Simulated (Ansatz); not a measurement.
**LiCl: changing the dispersion correction**

The cell as given:

```cif
data_structure
_symmetry_space_group_name_H-M 'Fm-3m'
_symmetry_Int_Tables_number 225
_cell_length_a 5.1295
_cell_length_b 5.1295
_cell_length_c 5.1295
_cell_angle_alpha 90.000
_cell_angle_beta 90.000
_cell_angle_gamma 90.000
_cell_volume 134.97
loop_
_atom_site_label
_atom_site_type_symbol
_atom_site_symmetry_multiplicity
_atom_site_Wyckoff_symbol
_atom_site_fract_x
_atom_site_fract_y
_atom_site_fract_z
_atom_site_occupancy
Cl1 Cl 4 b 0.50000 0.00000 0.00000 1
Li1 Li 4 a 0.00000 0.00000 0.00000 1
```

Kept alike: task relaxation of cell and atoms; functional PBEsol; k mesh 9 × 9 × 9; occupations fermi-dirac, width 0.05 eV; no spin polarisation. Program: Ansatz, Ansatz PAW, cutoff 420 eV. The mesh is that of the run's cell of 2 atoms. No spin-orbit coupling.

| dispersion correction | volume (Å³/atom) |
| --- | --- |
| D3(BJ) | 15.382 |
| D3(BJ)-ATM | 15.508 |
| D4 | 15.933 |
| none | 16.221 |

The relaxations keep at least the cell's symmetry (Fm-3m). Relaxations stop with a little pressure left, so the last digits of a volume or edge aren't settled. All rows use potentials made for PBE.

**Question.** What does the dispersion correction change here?

**Answer.** The volume runs from 15.382 (D3(BJ)) to 16.221 Å³/atom (none). Against no correction: D3(BJ) -5.2 %; D3(BJ)-ATM -4.4 %; D4 -1.8 %. Dispersion terms mostly attract and so lower the volume; the schemes' coefficients and damping set how far. Measured: 16.97 Å³/atom at 298.15 K (a printed reference work); nearest none, 0.75 Å³/atom off. The runs are for a static lattice.
